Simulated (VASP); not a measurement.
FeNi (Tetrataenite):

```
Ni Fe
1.0
     2.53300    0.00000    0.00000
     0.00000    2.53300    0.00000
     0.00000    0.00000    3.58200
Ni Fe
1 1
Direct
  0.50000 0.50000 0.50000
  0.00000 0.00000 0.00000
```

Base run:

| Property | Result |
| --- | --- |
| Program | VASP 6.6.1 |
| Functional | MS2 |
| Potentials or basis | VASP PAW PBE potentials, release 64 (Ni, Fe) |
| Cutoff | 520 eV |
| k mesh | 10 × 10 × 8 |
| Occupations | fermi-dirac, width 0.05 eV |
| Spin | collinear spin, ferromagnetic start |
| Starting moments | [1.0, 3.0] μB |

Its results: net moment 3.49 μB per cell; site moments Ni +0.70; Fe +2.84 μB.

The run is repeated on the same cell with these changes: functional from MS2 to TB-mBJ. What comes out?

Net moment 3.39 μB per cell; site moments Ni +0.67; Fe +2.84 μB.
